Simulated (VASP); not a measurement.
# P (P2/m) in VASP: a series of runs

One crystal, P, is run at these levels: PBE; tasks: single point.

Everything below comes from runs of VASP 6.6.1. Logs are shortened: lines on timing, memory, paths and dates and some standing lists are left out, and cuts for length are marked.

### Step 1. The structure

The structure is monoclinic, space group P2/m (No. 10). The conventional cell has a = 2.425 Å, b = 2.439 Å, c = 4.852 Å, α = 90.00°, β = 90.24°, γ = 90.00°. Around P (site symmetry m) lie 6 P at 2.42 to 2.44 Å.

This isn't the form of P at room conditions, which is orthorhombic.

### Step 2. Single point, PBE

Contents of INCAR:

```
PREC = Accurate
ENCUT = 220
EDIFF = 1E-6
ISMEAR = 0
SIGMA = 0.1
LREAL = False
LASPH = True
NELM = 100
ALGO = Normal
ISIF = 2
LWAVE = False
LCHARG = False
GGA = PE
ADDGRID = False
```

Contents of KPOINTS:

```
regular mesh
0
Gamma
  6 6 3
```

Contents of POSCAR:

```
P
1.0
    2.4246941115      0.0000000000      0.0000000000
    0.0000000000      2.4385351442      0.0000000000
   -0.0203144631      0.0000000000      4.8524328982
P
2
Direct
   -0.0009640000     -0.0137570000      0.7520410000
    1.0088450000      0.0001830000      0.2407300000
```

Potentials or basis: VASP PAW PBE potentials, release 64 (P).

Started as:

```bash
$ cat potpaw_PBE.64/P/POTCAR > POTCAR
$ mpirun -np 1 vasp_std > vasp.out
```

OUTCAR:

```text
PREC = Accurate
   ENCUT = 220
   EDIFF = 1E-6
   ISMEAR = 0
   LREAL = False
   LASPH = True
   NELM = 100
   ISIF = 2
   GGA = PE

 Found     56 irreducible k-points:

 Following reciprocal coordinates:
            Coordinates               Weight
  0.000000  0.000000  0.000000      1.000000
  0.166667  0.000000 -0.000000      2.000000
  0.333333  0.000000 -0.000000      2.000000
  0.500000  0.000000 -0.000000      1.000000
  0.000000  0.166667  0.000000      2.000000
  0.166667  0.166667 -0.000000      2.000000
   k-points           NKPTS =     56   k-points in BZ     NKDIM =     56   number of bands    NBANDS=      9
   number of dos      NEDOS =    301   number of ions     NIONS =      2
   total plane-waves  NPLWV =   3456
   dimension x,y,z NGX =    12 NGY =   12 NGZ =   24
   dimension x,y,z NGXF=    24 NGYF=   24 NGZF=   48
   ions per type =               2
   NGX,Y,Z   is equivalent  to a cutoff of   8.23,  8.18,  8.22 a.u.
   NGXF,Y,Z  is equivalent  to a cutoff of  16.46, 16.36, 16.44 a.u.
 SYSTEM =  unknown system
   PREC   = accura    normal or accurate (medium, high low for compatibility)
   ISTART =      0    job   : 0-new  1-cont  2-samecut
   ICHARG =      2    charge: 1-file 2-atom 10-const
   ISPIN  =      1    spin polarized calculation?
   LNONCOLLINEAR =      F non collinear calculations
   LSORBIT =      F    spin-orbit coupling
   LASPH  =      T    aspherical Exc in radial PAW
   ENCUT  =  220.0 eV  16.17 Ry    4.02 a.u.   2.93  2.95  5.87*2*pi/ulx,y,z
   NELM   =    100;   NELMIN=  2; NELMDL= -5     # of ELM steps
   EDIFF  = 0.1E-05   stopping-criterion for ELM
   LREAL  =      F    real-space projection
   EDIFFG = 0.1E-04   stopping-criterion for IOM
   NSW    =      0    number of steps for IOM
   IBRION =     -1    ionic relax: 0-MD 1-quasi-New 2-CG
   NFREE  =      0    steps in history (QN), initial steepest desc. (CG)
   ISIF   =      2    stress and relaxation
   ISYM   =      2    0-nonsym 1-usesym 2-fastsym
   POTIM  = 0.5000    time-step for ionic-motion
   TEBEG  =    0.0;   TEEND  =   0.0 temperature during run
   PSTRESS=    0.0 pullay stress
   NELECT =      10.0000    total number of electrons
   NUPDOWN=      -1.0000    fix difference up-down
   EMIN   =  10.00;   EMAX   =-10.00  energy-range for DOS
   EFERMI =   0.00;   METHOD = LEGACY
   ISMEAR =     0;   SIGMA  =   0.10  broadening in eV -4-tet -1-fermi 0-gaus
   EFERMI_NEDOS =   21; number of points for ismear=-14 and -15
   IALGO  =     38    algorithm
   IMIX   =      4    mixing-type and parameters
     AMIX     =   0.40;   BMIX     =  1.00
     AMIX_MAG =   1.60;   BMIX_MAG =  1.00
  volume/ion in A,a.u.               =      14.35        96.81
  Fermi-wavevector in a.u.,A,eV,Ry     =   1.152107  2.177167 18.059715  1.327352
  Thomas-Fermi vector in A             =   2.288761
   LORBIT       =      0    0 simple, 1 ext, 2 COOP (PROOUT), +10 PAW based schemes
   GGA     = PE    functional components
   LHFCALC =     F    Hartree Fock is set to
   AEXX    =    0.0000 exact exchange contribution
   IVDW    =     0    specifies the selected vdW correction
   LEPSILON=     F    determine dielectric tensor
   LRPA    =     F    only Hartree local field effects (RPA)
 non-spin polarized calculation
 Gauss-broadening in eV      SIGMA  =   0.10
  energy-cutoff  :      220.00
  volume of cell :       28.69
 maximum number of plane-waves:       224
   NGX =  5   NGY =  5   NGZ = 11

 number of electron      10.0000001 magnetization

 Free energy of the ion-electron system (eV)
  ---------------------------------------------------
  ext. energy  EPLUGINS =         0.00000000
  ---------------------------------------------------
  free energy    TOTEN  =       -10.51113325 eV

  energy without entropy =      -10.50385863  energy(sigma->0) =      -10.50749594

 E-fermi :  10.0909     XC(G=0): -11.3357

 val. band max:       10.0620033458   @ k =   0.1667   0.1667  -0.3333
 cond. band min:      10.1075380622   @ k =  -0.1667   0.1667  -0.3333
 fundamental gap:      0.0455347164
 Fermi energy:        10.0908675225

 k-point     1 :       0.0000    0.0000    0.0000
  band No.  band energies     occupation
      1      -6.8040      2.00000
      2      -2.3538      2.00000
      3       1.0729      2.00000
      4      14.8261      0.00000
      5      15.0462      0.00000
      6      15.0738      0.00000
      7      16.8101      0.00000
      8      16.8722      0.00000
      9      17.7684      0.00000

 k-point     2 :       0.1667    0.0000   -0.0000
  band No.  band energies     occupation
      1      -6.1620      2.00000
      2      -1.7067      2.00000
      3       1.6527      2.00000
      4       9.6445      2.00000
      5      13.1221      0.00000
      6      15.3333      0.00000
      7      15.5643      0.00000
      8      17.3252      0.00000
      9      18.2376      0.00000

 k-point     3 :       0.3333    0.0000   -0.0000
  band No.  band energies     occupation
      1      -4.3145      2.00000
      2       0.1870      2.00000
      3       3.2327      2.00000
      4       4.2271      2.00000
      5       7.9690      2.00000
      6      13.4908      0.00000
      7      16.6797      0.00000
      8      16.9131      0.00000
      9      18.6149      0.00000

 k-point     4 :       0.5000    0.0000   -0.0000
  band No.  band energies     occupation
      1      -2.3671      2.00000
      2       1.0556      2.00000
      3       2.4885      2.00000
      4       4.5146      2.00000
      5       4.5853      2.00000
      6      10.8275      0.00000
      7      17.7379      0.00000
      8      17.9692      0.00000
      9      19.5011      0.00000

 k-point     5 :       0.0000    0.1667    0.0000
  band No.  band energies     occupation
      1      -6.1722      2.00000
      2      -1.7163      2.00000
      3       1.6425      2.00000
      4       9.5119      2.00000
      5      12.9917      0.00000
      6      15.5408      0.00000
      7      15.5698      0.00000
      8      17.3669      0.00000
      9      18.4595      0.00000

 k-point     6 :       0.1667    0.1667   -0.0000
  band No.  band energies     occupation
      1      -5.5315      2.00000
      2      -1.0726      2.00000
      3       2.2170      2.00000
      4       9.5477      2.00000
      5      10.8592      0.00000
      6      12.5623      0.00000
      7      15.2284      0.00000
      8      16.0757      0.00000
      9      19.0811      0.00000

 [... further k-points ...]

------------------------ aborting loop because EDIFF is reached ----------------------------------------

  FORCE on cell =-STRESS in cart. coord.  units (eV):
  Direction    XX          YY          ZZ          XY          YZ          ZX
  --------------------------------------------------------------------------------------
  -------------------------------------------------------------------------------------
  Total        0.1425311      0.2678261      0.0699246     -0.0029137     -0.0147463      0.0187639
  in kB        7.9592971     14.9560882      3.9047668     -0.1627067     -0.8234712      1.0478248
  external PRESSURE =       8.9400507 kB  Pullay stress =       0.0000000 kB

 VOLUME and BASIS-vectors are now :
 -----------------------------------------------------------------------------
  energy-cutoff  :      220.00
  volume of cell :       28.69
      direct lattice vectors                 reciprocal lattice vectors
     2.424694112  0.000000000  0.000000000     0.412423157  0.000000000  0.001726589
     0.000000000  2.438535144  0.000000000     0.000000000  0.410082259  0.000000000
    -0.020314463  0.000000000  4.852432898     0.000000000  0.000000000  0.206082190

 POSITION                                       TOTAL-FORCE (eV/Angst)
 -----------------------------------------------------------------------------------
      2.40708      2.40499      3.64923         0.044857      0.066096     -0.221390
      0.01656      0.00045      1.16813        -0.044857     -0.066096      0.221390
 -----------------------------------------------------------------------------------
    total drift:                               -0.000017      0.000023      0.000037

  FREE ENERGIE OF THE ION-ELECTRON SYSTEM (eV)
  ---------------------------------------------------
  free  energy   TOTEN  =       -10.5111332494 eV

  energy  without entropy=      -10.5038586333  energy(sigma->0) =      -10.50749594
```

Wall time 3.5 s (1 thread of Intel Xeon Platinum 8259CL at 2.50GHz (Skylake/Cascade Lake), shared host); peak memory 0.1 GiB.

The run converged, but a check on its numbers failed (symmetry, net force, bounds or a known fault of this set-up), so they aren't taken as properties of the crystal.

Caveat: the k mesh is coarse (spacing up to 0.43 Å⁻¹), so the values aren't converged; the cutoff lies under the usual one of these potentials, so the numbers hold a large basis-set error.

### Step 3. Single point, PBE

Edit INCAR of step 2 so:

```diff
@@ -1,3 +1,3 @@
 PREC = Accurate
-ENCUT = 220
+ENCUT = 280
 EDIFF = 1E-6
```

KPOINTS is that of step 2.

Contents of POSCAR:

```
P
1.0
    2.4246941115      0.0000000000      0.0000000000
    0.0000000000      2.4385351442      0.0000000000
   -0.0203144631      0.0000000000      4.8524328982
P
2
Direct
    0.0000000300      0.0000000000      0.7494253600
    0.9999999700      0.0000000000      0.2505746400
```

Potentials or basis: VASP PAW PBE potentials, release 64 (P).

Started as:

```bash
$ cat potpaw_PBE.64/P/POTCAR > POTCAR
$ mpirun -np 1 vasp_std > vasp.out
```

OUTCAR:

```text
PREC = Accurate
   ENCUT = 280
   EDIFF = 1E-6
   ISMEAR = 0
   LREAL = False
   LASPH = True
   NELM = 100
   ISIF = 2
   GGA = PE

 Found     40 irreducible k-points:

 Following reciprocal coordinates:
            Coordinates               Weight
  0.000000  0.000000  0.000000      1.000000
  0.166667  0.000000 -0.000000      2.000000
  0.333333  0.000000 -0.000000      2.000000
  0.500000  0.000000 -0.000000      1.000000
  0.000000  0.166667  0.000000      2.000000
[... 153 lines left out ...]

  FORCE on cell =-STRESS in cart. coord.  units (eV):
  Direction    XX          YY          ZZ          XY          YZ          ZX
  --------------------------------------------------------------------------------------
  -------------------------------------------------------------------------------------
  Total        0.2423004      0.3576925      0.2435899      0.0000000      0.0000000      0.0281463
  in kB       13.5306692     19.9744512     13.6026775      0.0000000      0.0000000      1.5717621
  external PRESSURE =      15.7025993 kB  Pullay stress =       0.0000000 kB

 VOLUME and BASIS-vectors are now :
 -----------------------------------------------------------------------------
  energy-cutoff  :      280.00
  volume of cell :       28.69
      direct lattice vectors                 reciprocal lattice vectors
     2.424694112  0.000000000  0.000000000     0.412423157  0.000000000  0.001726589
     0.000000000  2.438535144  0.000000000     0.000000000  0.410082259  0.000000000
    -0.020314463  0.000000000  4.852432898     0.000000000  0.000000000  0.206082190

 POSITION                                       TOTAL-FORCE (eV/Angst)
 -----------------------------------------------------------------------------------
     -0.01522      0.00000      3.63654         0.000211      0.000000      0.022731
      2.41960      0.00000      1.21590        -0.000211      0.000000     -0.022731
 -----------------------------------------------------------------------------------
    total drift:                                0.000000      0.000000     -0.000000

  FREE ENERGIE OF THE ION-ELECTRON SYSTEM (eV)
  ---------------------------------------------------
  free  energy   TOTEN  =       -10.5787695571 eV

  energy  without entropy=      -10.5711285802  energy(sigma->0) =      -10.57494907
```

Run time: 4.6 s. Hardware: 1 thread of Intel Xeon Platinum 8259CL at 2.50GHz (Skylake/Cascade Lake), shared host; peak memory 0.11 GiB.

The run converged, but some of its settings lie outside the range that counts as converged, so its numbers aren't taken as properties of the crystal.

Results:

```yaml
Free_energy: -10.5788 eV
Largest_force: 0.023 eV/Å
Band_gap_on_the_k_mesh: none (metal or under the smearing width)
```

Caveat: the k mesh is coarse (spacing up to 0.43 Å⁻¹), so the values aren't converged; the cutoff is under 1.25 times the usual one of these potentials, so pressure, stress and relaxed cells hold a basis-set (Pulay) error.

### Step 4. Single point, PBE

INCAR is that of step 3.

KPOINTS is that of step 3.

Contents of POSCAR:

```
P
1.0
    2.4246941115      0.0000000000      0.0000000000
    0.0000000000      2.4385351442      0.0000000000
   -0.0203144631      0.0000000000      4.8524328982
P
2
Direct
   -0.0009640000     -0.0137570000      0.7520410000
    1.0088450000      0.0001830000      0.2407300000
```

Started as:

```bash
$ cat potpaw_PBE.64/P/POTCAR > POTCAR
$ mpirun -np 1 vasp_std > vasp.out
```

It took 5.9 s on 1 thread of Intel Xeon Platinum 8259CL at 2.50GHz (Skylake/Cascade Lake), shared host; peak memory 0.11 GiB.

The run converged, but some of its settings lie outside the range that counts as converged, so its numbers aren't taken as properties of the crystal.

Results:

```yaml
Free_energy: -10.5711 eV
Largest_force: 0.232 eV/Å
Band_gap_on_the_k_mesh: none (metal or under the smearing width)
```

Caveat: the k mesh is coarse (spacing up to 0.43 Å⁻¹), so the values aren't converged; the cutoff is under 1.25 times the usual one of these potentials, so pressure, stress and relaxed cells hold a basis-set (Pulay) error.
